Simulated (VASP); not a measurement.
# Si (P6_3/mmc) in VASP: further runs, part 2 of 2

VASP 6.6.1.

### Step 3. Single point, PBE

Input file INCAR:

```
PREC = Accurate
ENCUT = 460
EDIFF = 1E-6
ISMEAR = 0
SIGMA = 0.05
LREAL = Auto
LASPH = T
NELM = 100
ALGO = Normal
ISIF = 2
LWAVE = F
LCHARG = F
GGA = PE
NBANDS = 16
ADDGRID = F
```

Input file KPOINTS:

```
Automatic mesh
0
Gamma
  4 4 2
```

Input file POSCAR:

```
Si
1.0
    3.8313174605      0.0000000000      0.0000000000
   -1.9156587303      3.3180182508      0.0000000000
    0.0000000000      0.0000000000      6.3326220002
Si
4
Direct
    0.6655130000      0.3227030000      0.9380340000
    0.3547120000      0.6831860000      0.4293900000
    0.6599490000      0.3251260000      0.5656880000
    0.3139780000      0.6447660000      0.0617650000
```

Potentials or basis: VASP PAW PBE potentials, release 64 (Si).

Started as:

```bash
$ cat potpaw_PBE.64/Si/POTCAR > POTCAR
$ mpirun -np 1 vasp_std > vasp.out
```

OUTCAR:

```text
PREC = Accurate
   ENCUT = 460
   EDIFF = 1E-6
   ISMEAR = 0
   LREAL = Auto
   LASPH = T
   NELM = 100
   ISIF = 2
   GGA = PE

 Found     20 irreducible k-points:

 Following reciprocal coordinates:
            Coordinates               Weight
  0.000000  0.000000  0.000000      1.000000
  0.250000  0.000000  0.000000      2.000000
  0.000000  0.250000  0.000000      2.000000
 -0.250000  0.250000  0.000000      2.000000
  0.500000  0.000000  0.000000      1.000000
  0.000000  0.500000  0.000000      1.000000
   k-points           NKPTS =     20   k-points in BZ     NKDIM =     20   number of bands    NBANDS=     16
   number of dos      NEDOS =    301   number of ions     NIONS =      4
   total plane-waves  NPLWV =  37632
   dimension x,y,z NGX =    28 NGY =   28 NGZ =   48
   dimension x,y,z NGXF=    56 NGYF=   56 NGZF=   96
   ions per type =               4
   NGX,Y,Z   is equivalent  to a cutoff of  12.15, 12.15, 12.60 a.u.
   NGXF,Y,Z  is equivalent  to a cutoff of  24.30, 24.30, 25.20 a.u.
 SYSTEM =  unknown system
   PREC   = accura    normal or accurate (medium, high low for compatibility)
   ISTART =      0    job   : 0-new  1-cont  2-samecut
   ICHARG =      2    charge: 1-file 2-atom 10-const
   ISPIN  =      1    spin polarized calculation?
   LNONCOLLINEAR =      F non collinear calculations
   LSORBIT =      F    spin-orbit coupling
   LASPH  =      T    aspherical Exc in radial PAW
   ENCUT  =  460.0 eV  33.81 Ry    5.81 a.u.   6.70  6.70 11.07*2*pi/ulx,y,z
   NELM   =    100;   NELMIN=  2; NELMDL= -5     # of ELM steps
   EDIFF  = 0.1E-05   stopping-criterion for ELM
   LREAL  =      T    real-space projection
   EDIFFG = 0.1E-04   stopping-criterion for IOM
   NSW    =      0    number of steps for IOM
   IBRION =     -1    ionic relax: 0-MD 1-quasi-New 2-CG
   NFREE  =      0    steps in history (QN), initial steepest desc. (CG)
   ISIF   =      2    stress and relaxation
   ISYM   =      2    0-nonsym 1-usesym 2-fastsym
   POTIM  = 0.5000    time-step for ionic-motion
   TEBEG  =    0.0;   TEEND  =   0.0 temperature during run
   PSTRESS=    0.0 pullay stress
   NELECT =      16.0000    total number of electrons
   NUPDOWN=      -1.0000    fix difference up-down
   EMIN   =  10.00;   EMAX   =-10.00  energy-range for DOS
   EFERMI =   0.00;   METHOD = LEGACY
   ISMEAR =     0;   SIGMA  =   0.05  broadening in eV -4-tet -1-fermi 0-gaus
   EFERMI_NEDOS =   21; number of points for ismear=-14 and -15
   IALGO  =     38    algorithm
   IMIX   =      4    mixing-type and parameters
     AMIX     =   0.40;   BMIX     =  1.00
     AMIX_MAG =   1.60;   BMIX_MAG =  1.00
  volume/ion in A,a.u.               =      20.13       135.81
  Fermi-wavevector in a.u.,A,eV,Ry     =   0.955384  1.805414 12.418837  0.912759
  Thomas-Fermi vector in A             =   2.084217
   LORBIT       =      0    0 simple, 1 ext, 2 COOP (PROOUT), +10 PAW based schemes
   GGA     = PE    functional components
   LHFCALC =     F    Hartree Fock is set to
   AEXX    =    0.0000 exact exchange contribution
   IVDW    =     0    specifies the selected vdW correction
   LEPSILON=     F    determine dielectric tensor
   LRPA    =     F    only Hartree local field effects (RPA)
 non-spin polarized calculation
 Gauss-broadening in eV      SIGMA  =   0.05
  energy-cutoff  :      460.00
  volume of cell :       80.50
 maximum number of plane-waves:      1834
 NGX is ok and might be reduce to    28
   NGX = 13   NGY = 13   NGZ = 23

 number of electron      16.0000000 magnetization

 Free energy of the ion-electron system (eV)
  ---------------------------------------------------
  ext. energy  EPLUGINS =         0.00000000
  ---------------------------------------------------
  free energy    TOTEN  =       -21.35579202 eV

  energy without entropy =      -21.35492203  energy(sigma->0) =      -21.35535703

 E-fermi :   6.3987     XC(G=0):  -9.3746

 val. band max:        6.3540173552   @ k =   0.0000   0.0000   0.0000
 cond. band min:       6.4517603736   @ k =   0.5000   0.5000   0.0000
 fundamental gap:      0.0977430184
 Fermi energy:         6.3986762335

 k-point     1 :       0.0000    0.0000    0.0000
  band No.  band energies     occupation
      1      -6.1576      2.00000
      2      -3.8164      2.00000
      3      -1.2738      2.00000
      4       4.4808      2.00000
      5       4.5396      2.00000
      6       5.4999      2.00000
[... 8 lines left out ...]
     15      10.3702      0.00000
     16      11.9112      0.00000
[... 77 lines left out ...]
 k-point     6 :       0.0000    0.5000    0.0000
  band No.  band energies     occupation
      1      -3.9540      2.00000
      2      -2.4977      2.00000
      3      -1.4584      2.00000
      4       0.0293      2.00000
      5       1.3535      2.00000
      6       2.9235      2.00000
[... 8 lines left out ...]
     15      12.3612      0.00000
     16      14.2066      0.00000

 [... further k-points ...]

------------------------ aborting loop because EDIFF is reached ----------------------------------------

  FORCE on cell =-STRESS in cart. coord.  units (eV):
  Direction    XX          YY          ZZ          XY          YZ          ZX
  --------------------------------------------------------------------------------------
  -------------------------------------------------------------------------------------
  Total        0.7238510      1.2904474      0.9552941      0.0542544      0.8962907      0.7294605
  in kB       14.4061948     25.6826845     19.0124115      1.0797788     17.8381166     14.5178370
  external PRESSURE =      19.7004303 kB  Pullay stress =       0.0000000 kB

 VOLUME and BASIS-vectors are now :
 -----------------------------------------------------------------------------
  energy-cutoff  :      460.00
  volume of cell :       80.50
      direct lattice vectors                 reciprocal lattice vectors
     3.831317461  0.000000000  0.000000000     0.261006823  0.150692360  0.000000000
    -1.915658730  3.318018251  0.000000000     0.000000000  0.301384720  0.000000000
     0.000000000  0.000000000  6.332622000     0.000000000  0.000000000  0.157912473

 POSITION                                       TOTAL-FORCE (eV/Angst)
 -----------------------------------------------------------------------------------
      1.93160      1.07073      5.94021        -0.705474     -0.532147     -0.040702
      0.05026      2.26682      2.71916        -0.604821     -1.026070      0.730078
      1.90564      1.07877      3.58229         0.591258      0.995871     -0.479117
     -0.03220      2.13935      0.39113         0.719037      0.562346     -0.210258
 -----------------------------------------------------------------------------------
    total drift:                                0.000507      0.006080      0.003364

  FREE ENERGIE OF THE ION-ELECTRON SYSTEM (eV)
  ---------------------------------------------------
  free  energy   TOTEN  =       -21.3557920211 eV

  energy  without entropy=      -21.3549220303  energy(sigma->0) =      -21.35535703
```

OSZICAR:

```text
N       E                     dE             d eps       ncg     rms          rms(c)
DAV:   1     0.241585492910E+02    0.24159E+02   -0.55159E+03   640   0.739E+02
DAV:   2    -0.200222213302E+02   -0.44181E+02   -0.40067E+02   888   0.119E+02
DAV:   3    -0.217222837975E+02   -0.17001E+01   -0.16869E+01   824   0.215E+01
DAV:   4    -0.217421260678E+02   -0.19842E-01   -0.19835E-01   792   0.302E+00
DAV:   5    -0.217424648626E+02   -0.33879E-03   -0.33878E-03   832   0.368E-01    0.693E+00
DAV:   6    -0.214747277386E+02    0.26774E+00   -0.10848E-01   736   0.156E+00    0.423E+00
DAV:   7    -0.213526759604E+02    0.12205E+00   -0.23296E-01   752   0.238E+00    0.267E-01
DAV:   8    -0.213550457467E+02   -0.23698E-02   -0.17341E-02   792   0.676E-01    0.132E-01
DAV:   9    -0.213554455015E+02   -0.39975E-03   -0.60928E-04   792   0.147E-01    0.949E-02
DAV:  10    -0.213557190702E+02   -0.27357E-03   -0.21591E-04   760   0.826E-02    0.263E-02
DAV:  11    -0.213557892953E+02   -0.70225E-04   -0.92998E-05   736   0.516E-02    0.105E-02
DAV:  12    -0.213557909078E+02   -0.16125E-05   -0.22447E-06   816   0.968E-03    0.504E-03
DAV:  13    -0.213557919965E+02   -0.10887E-05   -0.26207E-06   744   0.877E-03    0.228E-03
DAV:  14    -0.213557920211E+02   -0.24646E-07   -0.13557E-07   432   0.208E-03
   1 F= -.21355792E+02 E0= -.21355357E+02  d E =-.869991E-03
```

Run time: 22 s. Hardware: 1 thread of AMD EPYC 7R13 (Zen 3), shared host; peak memory 0.15 GiB.

The run converged, but some of its settings lie outside the range that counts as converged, so its numbers aren't taken as properties of the crystal.

Results:

```yaml
Free_energy: -21.3558 eV
Pressure: 2.0 GPa
Largest_force: 1.397 eV/Å
Band_gap_on_the_k_mesh: 0.10 eV, indirect (least direct gap 0.75 eV)
```

Caveat: the k mesh is coarse (spacing up to 0.50 Å⁻¹), so the values aren't converged.

### Step 4. Single point, PBE

Edit INCAR of step 3 so:

```diff
@@ -2,6 +2,6 @@
 ENCUT = 460
-EDIFF = 1E-6
+EDIFF = 0.01
 ISMEAR = 0
 SIGMA = 0.05
-LREAL = Auto
+LREAL = F
 LASPH = T
```

KPOINTS is that of step 3.

Input file POSCAR:

```
Si
1.0
    3.8313174605      0.0000000000      0.0000000000
   -1.9156587303      3.3180182508      0.0000000000
    0.0000000000      0.0000000000      6.3326220002
Si
4
Direct
    0.6666666667      0.3333333333      0.9369905000
    0.3333333333      0.6666666667      0.4369905000
    0.6666666667      0.3333333333      0.5630095000
    0.3333333333      0.6666666667      0.0630095000
```

Started as:

```bash
$ cat potpaw_PBE.64/Si/POTCAR > POTCAR
$ mpirun -np 1 vasp_std > vasp.out
```

It took 5.2 s on 1 thread of AMD EPYC 7R13 (Zen 3), shared host; peak memory 0.14 GiB.

The run converged, but some of its settings lie outside the range that counts as converged, so its numbers aren't taken as properties of the crystal.

Results:

```
Free energy            : -21.4686 eV
Pressure               : 1.8 GPa
Largest force          : 0.076 eV/Å
Band gap on the k mesh : 0.40 eV, indirect (least direct gap 1.02 eV)
```

Caveat: the k mesh is coarse (spacing up to 0.50 Å⁻¹), so the values aren't converged.

### Step 5. Single point, PBE

INCAR is that of step 4.

KPOINTS is that of step 4.

Input file POSCAR:

```
Si
1.0
    3.8313174605      0.0000000000      0.0000000000
   -1.9156587303      3.3180182508      0.0000000000
    0.0000000000      0.0000000000      6.3326220002
Si
4
Direct
    0.6655130000      0.3227030000      0.9380340000
    0.3547120000      0.6831860000      0.4293900000
    0.6599490000      0.3251260000      0.5656880000
    0.3139780000      0.6447660000      0.0617650000
```

Started as:

```bash
$ cat potpaw_PBE.64/Si/POTCAR > POTCAR
$ mpirun -np 1 vasp_std > vasp.out
```

It took 9.5 s on 1 thread of AMD EPYC 7R13 (Zen 3), shared host; peak memory 0.14 GiB.

The run converged, but some of its settings lie outside the range that counts as converged, so its numbers aren't taken as properties of the crystal.

What came out:

| Quantity | Value |
| --- | --- |
| Free energy | -21.3529 eV |
| Pressure | 2.1 GPa |
| Largest force | 1.402 eV/Å |
| Band gap on the k mesh | 0.10 eV, indirect (least direct gap 0.75 eV) |

Caveat: the k mesh is coarse (spacing up to 0.50 Å⁻¹), so the values aren't converged.

### Step 6. The reference run

An earlier run on the cell as given: functional PBE; potentials or basis VASP PAW PBE potentials, release 64 (Si); cutoff 520 eV; k mesh 8 × 8 × 4; occupations fermi-dirac, width 0.05 eV; no spin polarisation.

- Pressure: 1.4 GPa
- Largest force: 0.008 eV/Å
- Band gap on the k mesh: 0.42 eV, indirect (least direct gap 1.03 eV)
